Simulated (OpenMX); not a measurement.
## Sc: density of states with PBE+D2+U

Sc:

```xyz
2
Lattice="3.3090 0.0000 0.0000 -1.6545 2.8657 0.0000 0.0000 0.0000 5.2733" Properties=species:S:1:pos:R:3 pbc="T T T"
Sc    1.6545    0.9552    3.9550
Sc    0.0000    1.9105    1.3183
```

```yaml
Program: OpenMX 3.8.5
Task: density of states
Functional: PBE
Dispersion: D2
Potentials_or_basis: OpenMX 2013 LDA set, Sc7.0-s2p2d1, grid cutoff 400 Ry
k_mesh: 7 × 7 × 5
Occupations: fermi-dirac, width 0.05 eV
Spin: collinear spin, antiferromagnetic start
Starting_moments: "[0.5, -0.5] μB"
Hubbard_terms: Sc U = 8 eV
Hubbard_projector: full
Start_of_the_occupations: orbital polarisation
Hubbard_shell: Sc d
Mixing_scheme: rmm-diisk
SCF_threshold: 1e-07 Ha
Solver: band
Max_SCF_cycles: 120
Cell_charge: -1 e
k_mesh_for_the_DOS: 9 × 9 × 6
```

The largest force is 0.026 eV/Å. The band gap on the k mesh is none (metal or under the smearing width), the net moment is 0.00 μB per cell and the site moments are Sc +2.05, -2.05 μB.

Forces on the atoms (eV/Å):
```
Sc   0.017 -0.018  0.004
Sc  -0.017  0.018 -0.004
```

Levels at points of the mesh, in eV from the Fermi level:
Spin up:
```tsv
k point	band 8	band 9	band 10	band 11	band 12	band 13	band 14	band 15	band 16	band 17
(0.00, 0.00, 0.00)	-27.02	-7.36	-6.18	-3.29	-1.76	2.68	3.76	4.84	4.85	5.08
```
Spin down:
```tsv
k point	band 10	band 11	band 12	band 13	band 14	band 15
(0.00, 0.00, 0.00)	-6.18	-3.29	-1.76	2.68	3.76	4.84
```

States per cell in windows of 1 eV (zero at the Fermi level; states under -8 eV left out):
```csv
from (eV),up,down,Sc2_d,Sc1_d,Sc2_p,Sc1_p,Sc2_s,Sc1_s
-8.0,0.02,0.02,0.00,0.00,0.00,0.00,0.02,0.02
-7.0,0.26,0.26,0.11,0.11,0.01,0.01,0.14,0.14
-6.0,0.43,0.43,0.21,0.21,0.05,0.05,0.17,0.17
-5.0,0.58,0.58,0.32,0.32,0.11,0.11,0.15,0.15
-4.0,0.96,0.96,0.68,0.68,0.14,0.14,0.14,0.14
-3.0,0.48,0.48,0.24,0.24,0.14,0.14,0.10,0.10
-2.0,0.45,0.45,0.11,0.11,0.25,0.25,0.08,0.08
-1.0,0.38,0.38,0.08,0.08,0.24,0.24,0.06,0.06
0.0,0.27,0.27,0.07,0.07,0.18,0.18,0.03,0.03
1.0,0.29,0.29,0.10,0.10,0.13,0.13,0.06,0.06
2.0,0.72,0.72,0.35,0.35,0.24,0.24,0.13,0.13
3.0,1.61,1.61,1.07,1.07,0.36,0.36,0.17,0.17
4.0,2.25,2.25,1.93,1.93,0.26,0.26,0.06,0.06
5.0,1.38,1.38,1.26,1.26,0.10,0.10,0.02,0.02
6.0,1.85,1.85,1.66,1.66,0.13,0.13,0.06,0.06
7.0,1.26,1.26,0.86,0.86,0.25,0.25,0.16,0.16
```

Run time: 3.3 min on 1 thread of Arm Neoverse V1 (shared host), peak memory 0.55 GiB.

Caveat: the cell carries a net charge on a neutralising background, which shifts energy and pressure; the potentials were made for another functional, which shifts forces and pressure; U acts on the first radial function of the shell alone, so its value doesn't carry over to other programs; the basis of atomic orbitals isn't converged, which shifts pressures, moduli and gaps; the U is typed as a test and isn't derived for this compound. The state reached can hang on the start; a lower one may exist.
